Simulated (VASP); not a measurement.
# TaN (Fm-3m) in VASP: a series of runs

The runs below take TaN through relaxation of cell and atoms, electrostatic potential, with LDA.

Everything below comes from runs of VASP 6.6.1. Logs are shortened: lines on timing, memory, paths and dates and some standing lists are left out, and cuts for length are marked.

## 1. The crystal as given

The structure is cubic, space group Fm-3m (No. 225). The conventional cell has a = 4.390 Å, b = 4.390 Å, c = 4.390 Å, α = 90.00°, β = 90.00°, γ = 90.00°. Around Ta (site symmetry m-3m) lie 6 N at 2.19 Å. N (site symmetry m-3m) is surrounded by 6 Ta at 2.19 Å.

The cell was built by a generator and needn't be a form met in nature.

## 2. Relaxation of cell and atoms, LDA

INCAR

```
SYSTEM = TaN
PREC = Accurate
ENCUT = 600
EDIFF = 1E-6
ISMEAR = 1
SIGMA = 0.1
LREAL = .False.
LASPH = .True.
NELM = 120
ALGO = Fast
ISIF = 3
LWAVE = .False.
LCHARG = .False.
IBRION = 2
NSW = 40
EDIFFG = -0.005
```

KPOINTS

```
Automatic mesh
0
Gamma
  16 16 16
  0 0 0
```

POSCAR

```
TaN
1.0
    0.0000000000      2.1950000000      2.1950000000
    2.1950000000      0.0000000000      2.1950000000
    2.1950000000      2.1950000000      0.0000000000
Ta N
1 1
Direct
    0.0000000000      0.0000000000      0.0000000000
    0.5000000000      0.5000000000      0.5000000000
```

Potentials or basis: VASP PAW LDA potentials, release 64 (Ta_pv, N).

Started as:

```bash
> cat potpaw_LDA.64/Ta_pv/POTCAR potpaw_LDA.64/N/POTCAR > POTCAR
> mpirun -np 1 vasp_std > vasp.out
```

OUTCAR:

```text
SYSTEM = TaN
   PREC = Accurate
   ENCUT = 600
   EDIFF = 1E-6
   ISMEAR = 1
   LREAL = .False.
   LASPH = .True.
   NELM = 120
   ISIF = 3
   IBRION = 2
   NSW = 40
   EDIFFG = -0.005

 ion  position               nearest neighbor table
   1  0.000  0.000  0.000-   2 2.19   2 2.19   2 2.19   2 2.19   2 2.19   2 2.19
   2  0.500  0.500  0.500-   1 2.19   1 2.19   1 2.19   1 2.19   1 2.19   1 2.19

  LATTYP: Found a face centered cubic cell.
 ALAT       =     4.3900000000

  Lattice vectors:

 A1 = (   0.0000000000,   2.1950000000,   2.1950000000)
 A2 = (   2.1950000000,   0.0000000000,   2.1950000000)
 A3 = (   2.1950000000,   2.1950000000,   0.0000000000)

Analysis of symmetry for initial positions (statically):
=====================================================================
 Subroutine PRICEL returns:
 Original cell was already a primitive cell.

 Routine SETGRP: Setting up the symmetry group for a
 face centered cubic supercell.

 Subroutine GETGRP returns: Found 48 space group operations
 (whereof 48 operations were pure point group operations)
 out of a pool of 48 trial point group operations.

The static configuration has the point symmetry O_h .

Analysis of symmetry for dynamics (positions and initial velocities):
=====================================================================
 Subroutine PRICEL returns:
 Original cell was already a primitive cell.

 Routine SETGRP: Setting up the symmetry group for a
 face centered cubic supercell.

 Subroutine GETGRP returns: Found 48 space group operations
 (whereof 48 operations were pure point group operations)
 out of a pool of 48 trial point group operations.

The dynamic configuration has the point symmetry O_h .

 Subroutine INISYM returns: Found 48 space group operations
 (whereof 48 operations are pure point group operations),
 and found     1 'primitive' translations

----------------------------------------------------------------------------------------

                                     Primitive cell

  volume of cell :      21.1511

  direct lattice vectors                    reciprocal lattice vectors
     0.000000000  2.195000000  2.195000000    -0.227790433  0.227790433  0.227790433
     2.195000000  0.000000000  2.195000000     0.227790433 -0.227790433  0.227790433
     2.195000000  2.195000000  0.000000000     0.227790433  0.227790433 -0.227790433

  length of vectors
     3.104198769  3.104198769  3.104198769     0.394544603  0.394544603  0.394544603

  position of ions in fractional coordinates (direct lattice)
     0.000000000  0.000000000  0.000000000
     0.500000000  0.500000000  0.500000000

  ion indices of the primitive-cell ions
   primitive index   ion index
                 1           1
                 2           2

----------------------------------------------------------------------------------------

 KPOINTS: Automatic mesh

Automatic generation of k-mesh.
 Grid dimensions read from file:
 generate k-points for:   16   16   16

 Generating k-lattice:

  Cartesian coordinates                     Fractional coordinates (reciprocal lattice)
    -0.014236902  0.014236902  0.014236902     0.062500000  0.000000000  0.000000000
     0.014236902 -0.014236902  0.014236902     0.000000000  0.062500000  0.000000000
     0.014236902  0.014236902 -0.014236902     0.000000000  0.000000000  0.062500000

  Length of vectors
     0.024659038  0.024659038  0.024659038

  Shift w.r.t. Gamma in fractional coordinates (k-lattice)
     0.000000000  0.000000000  0.000000000

 Subroutine IBZKPT returns following result:
 ===========================================

 Found    145 irreducible k-points:

 Following reciprocal coordinates:
            Coordinates               Weight
  0.000000  0.000000  0.000000      1.000000
  0.062500  0.000000  0.000000      8.000000
  0.125000  0.000000  0.000000      8.000000
  0.187500  0.000000  0.000000      8.000000
  0.250000  0.000000  0.000000      8.000000
  0.312500  0.000000  0.000000      8.000000
[... 16 lines left out ...]
 -0.125000  0.062500  0.000000     24.000000
 -0.062500  0.062500  0.000000     12.000000
 [... further k-points ...]
   k-points           NKPTS =    145   k-points in BZ     NKDIM =    145   number of bands    NBANDS=     12
   number of dos      NEDOS =    301   number of ions     NIONS =      2
   total plane-waves  NPLWV =  21952
   dimension x,y,z NGX =    28 NGY =   28 NGZ =   28
   dimension x,y,z NGXF=    56 NGYF=   56 NGZF=   56
   ions per type =               1   1
   NGX,Y,Z   is equivalent  to a cutoff of  15.00, 15.00, 15.00 a.u.
   NGXF,Y,Z  is equivalent  to a cutoff of  29.99, 29.99, 29.99 a.u.
 SYSTEM =  TaN
   PREC   = accura    normal or accurate (medium, high low for compatibility)
   ISTART =      0    job   : 0-new  1-cont  2-samecut
   ICHARG =      2    charge: 1-file 2-atom 10-const
   ISPIN  =      1    spin polarized calculation?
   LNONCOLLINEAR =      F non collinear calculations
   LSORBIT =      F    spin-orbit coupling
   LASPH  =      T    aspherical Exc in radial PAW
   ENCUT  =  600.0 eV  44.10 Ry    6.64 a.u.   6.20  6.20  6.20*2*pi/ulx,y,z
   NELM   =    120;   NELMIN=  2; NELMDL= -5     # of ELM steps
   EDIFF  = 0.1E-05   stopping-criterion for ELM
   LREAL  =      F    real-space projection
   EDIFFG = -.5E-02   stopping-criterion for IOM
   NSW    =     40    number of steps for IOM
   IBRION =      2    ionic relax: 0-MD 1-quasi-New 2-CG
   NFREE  =      1    steps in history (QN), initial steepest desc. (CG)
   ISIF   =      3    stress and relaxation
   ISYM   =      2    0-nonsym 1-usesym 2-fastsym
   POTIM  = 0.5000    time-step for ionic-motion
   TEBEG  =    0.0;   TEEND  =   0.0 temperature during run
   PSTRESS=    0.0 pullay stress
   NELECT =      16.0000    total number of electrons
   NUPDOWN=      -1.0000    fix difference up-down
   EMIN   =  10.00;   EMAX   =-10.00  energy-range for DOS
   EFERMI =   0.00;   METHOD = LEGACY
   ISMEAR =     1;   SIGMA  =   0.10  broadening in eV -4-tet -1-fermi 0-gaus
   EFERMI_NEDOS =   21; number of points for ismear=-14 and -15
   IALGO  =     68    algorithm
   IMIX   =      4    mixing-type and parameters
     AMIX     =   0.40;   BMIX     =  1.00
     AMIX_MAG =   1.60;   BMIX_MAG =  1.00
  volume/ion in A,a.u.               =      10.58        71.37
  Fermi-wavevector in a.u.,A,eV,Ry     =   1.491662  2.818832 30.273701  2.225054
  Thomas-Fermi vector in A             =   2.604288
   LORBIT       =      0    0 simple, 1 ext, 2 COOP (PROOUT), +10 PAW based schemes
   GGA     = CA    functional components
   LHFCALC =     F    Hartree Fock is set to
   AEXX    =    0.0000 exact exchange contribution
   IVDW    =     0    specifies the selected vdW correction
   LEPSILON=     F    determine dielectric tensor
   LRPA    =     F    only Hartree local field effects (RPA)
 conjugate gradient relaxation of ions
 non-spin polarized calculation
 RMM-DIIS sequential band-by-band and
 Methfessel and Paxton  Order N= 1 SIGMA  =   0.10
  energy-cutoff  :      600.00
  volume of cell :       21.15
 maximum number of plane-waves:       725
 NGX is ok and might be reduce to    28
   NGX = 13   NGY = 13   NGZ = 13

--------------------------------------- Ionic step        1  -------------------------------------------

 number of electron      16.0000000 magnetization

 Free energy of the ion-electron system (eV)
  ---------------------------------------------------
  ext. energy  EPLUGINS =         0.00000000
  ---------------------------------------------------
  free energy    TOTEN  =       -24.13391803 eV

  energy without entropy =      -24.13292505  energy(sigma->0) =      -24.13358703

------------------------ aborting loop because EDIFF is reached ----------------------------------------

  FORCE on cell =-STRESS in cart. coord.  units (eV):
  Direction    XX          YY          ZZ          XY          YZ          ZX
  --------------------------------------------------------------------------------------
  -------------------------------------------------------------------------------------
  Total       -1.0981030     -1.0981030     -1.0981030     -0.0000000     -0.0000000     -0.0000000
  in kB      -83.1802218    -83.1802218    -83.1802218     -0.0000000     -0.0000000     -0.0000000
  external PRESSURE =     -83.1802218 kB  Pullay stress =       0.0000000 kB

 VOLUME and BASIS-vectors are now :
 -----------------------------------------------------------------------------
  energy-cutoff  :      600.00
  volume of cell :       21.15
      direct lattice vectors                 reciprocal lattice vectors
     0.000000000  2.195000000  2.195000000    -0.227790433  0.227790433  0.227790433
     2.195000000  0.000000000  2.195000000     0.227790433 -0.227790433  0.227790433
     2.195000000  2.195000000  0.000000000     0.227790433  0.227790433 -0.227790433

 POSITION                                       TOTAL-FORCE (eV/Angst)
 -----------------------------------------------------------------------------------
      0.00000      0.00000      0.00000         0.000000      0.000000     -0.000000
      2.19500      2.19500      2.19500         0.000000     -0.000000      0.000000
 -----------------------------------------------------------------------------------
    total drift:                                0.000000      0.000000      0.000000

  FREE ENERGIE OF THE ION-ELECTRON SYSTEM (eV)
  ---------------------------------------------------
  free  energy   TOTEN  =       -24.1339180254 eV

  energy  without entropy=      -24.1329250469  energy(sigma->0) =      -24.13358703

--------------------------------------- Ionic step        2  -------------------------------------------

 number of electron      15.9999999 magnetization

 E-fermi :  10.4095     XC(G=0): -14.1325

 val. band max:       10.4087926117   @ k =  -0.3125   0.3125   0.1250
 cond. band min:      10.4238941207   @ k =  -0.4375   0.1875   0.0000
 fundamental gap:      0.0151015090
 Fermi energy:        10.4094537214

 k-point     1 :       0.0000    0.0000    0.0000
  band No.  band energies     occupation
      1     -24.9804      2.00000
      2     -24.9804      2.00000
      3     -24.9804      2.00000
      4      -8.9008      2.00000
      5       6.4047      2.00000
      6       6.4047      2.00000
      7       6.4047      2.00000
      8       8.0293      2.00000
      9       8.0293      2.00000
     10       8.0293      2.00000
     11      10.4326      0.61968
     12      12.9344      0.00000

 k-point     2 :       0.0625    0.0000    0.0000
  band No.  band energies     occupation
      1     -25.0311      2.00000
      2     -24.9846      2.00000
      3     -24.9846      2.00000
      4      -8.7852      2.00000
      5       5.8557      2.00000
      6       6.0071      2.00000
      7       6.0071      2.00000
      8       8.2091      2.00000
      9       8.2091      2.00000
     10       8.3071      2.00000
     11      10.8851     -0.00000
     12      13.2061      0.00000
[... 388 lines left out ...]
 POSITION                                       TOTAL-FORCE (eV/Angst)
 -----------------------------------------------------------------------------------
      0.00000      0.00000     -0.00000        -0.000000      0.000000     -0.000000
      2.17843      2.17843      2.17843         0.000000     -0.000000      0.000000
 -----------------------------------------------------------------------------------
    total drift:                                0.000000      0.000000      0.000000

  FREE ENERGIE OF THE ION-ELECTRON SYSTEM (eV)
  ---------------------------------------------------
  free  energy   TOTEN  =       -24.1468050026 eV

  energy  without entropy=      -24.1458438888  energy(sigma->0) =      -24.14648463

--------------------------------------- Ionic step        4  -------------------------------------------

 number of electron      16.0000001 magnetization

 Free energy of the ion-electron system (eV)
  ---------------------------------------------------
  ext. energy  EPLUGINS =         0.00000000
  ---------------------------------------------------
  free energy    TOTEN  =       -24.14681574 eV

  energy without entropy =      -24.14585093  energy(sigma->0) =      -24.14649414

 E-fermi :   9.7236     XC(G=0): -13.8179

 val. band max:        9.7106025795   @ k =  -0.3125   0.3750   0.1875
 cond. band min:       9.7290555844   @ k =  -0.3125   0.3125   0.1250
 fundamental gap:      0.0184530049
 Fermi energy:         9.7235808061

 k-point     1 :       0.0000    0.0000    0.0000
  band No.  band energies     occupation
      1     -25.7736      2.00000
      2     -25.7736      2.00000
      3     -25.7736      2.00000
      4      -9.1128      2.00000
      5       5.8808      2.00000
      6       5.8808      2.00000
      7       5.8808      2.00000
      8       7.5178      2.00000
      9       7.5178      2.00000
     10       7.5178      2.00000
     11       9.7349      0.80957
     12       9.7349      0.80955

 k-point     2 :       0.0625    0.0000    0.0000
  band No.  band energies     occupation
      1     -25.8139      2.00000
      2     -25.7772      2.00000
      3     -25.7772      2.00000
      4      -9.0099      2.00000
      5       5.3574      2.00000
      6       5.5151      2.00000
      7       5.5151      2.00000
      8       7.6837      2.00000
      9       7.6837      2.00000
     10       7.7677      2.00000
     11      10.1524     -0.00000
     12      10.1524     -0.00000
[... 352 lines left out ...]
 POSITION                                       TOTAL-FORCE (eV/Angst)
 -----------------------------------------------------------------------------------
      2.17794      2.17794      4.35588        -0.000000     -0.000000      0.000000
      2.17794      2.17794      2.17794         0.000000      0.000000     -0.000000
 -----------------------------------------------------------------------------------
    total drift:                                0.000000      0.000000      0.000000

  FREE ENERGIE OF THE ION-ELECTRON SYSTEM (eV)
  ---------------------------------------------------
  free  energy   TOTEN  =       -24.1468157374 eV

  energy  without entropy=      -24.1458509316  energy(sigma->0) =      -24.14649414

 reached required accuracy - stopping structural energy minimisation
```

Wall time 66 s (1 thread of Intel Xeon 6975P-C (Granite Rapids), shared host); peak memory 0.2 GiB.

What came out:

| Quantity | Value |
| --- | --- |
| Free energy | -24.1468 eV |
| Relaxed volume | 10.33 Å³/atom |
| Relaxed cell | a = 3.080 Å, b = 3.080 Å, c = 3.080 Å, α = 60.00°, β = 60.00°, γ = 60.00° |
| Space group after relaxing (to 0.05 Å) | Fm-3m (No. 225) |
| Energy gained by relaxing | 6.4 meV/atom |
| Ionic steps | 4 |
| Pressure after relaxing | 0.0 GPa |
| Band gap on the k mesh | none (metal or under the smearing width) |

The path:
| step | energy change (eV) | largest force (eV/Å) | pressure (GPa) | volume (Å³) |
| --- | --- | --- | --- | --- |
| 1 | 0.0000 | 0.0000 | -8.32 | 21.15 |
| 2 | 0.0700 | 0.0000 | 24.25 | 19.51 |
| 3 | -0.0129 | 0.0000 | -0.28 | 20.68 |
| 4 | -0.0129 | 0.0000 | 0.03 | 20.66 |

Final structure:
```xyz
2
Lattice="0.0000 2.1779 2.1779 2.1779 0.0000 2.1779 2.1779 2.1779 0.0000" Properties=species:S:1:pos:R:3 pbc="T T T"
Ta    2.1779    2.1779    4.3559
N     2.1779    2.1779    2.1779
```

[end of part 1 of 2]
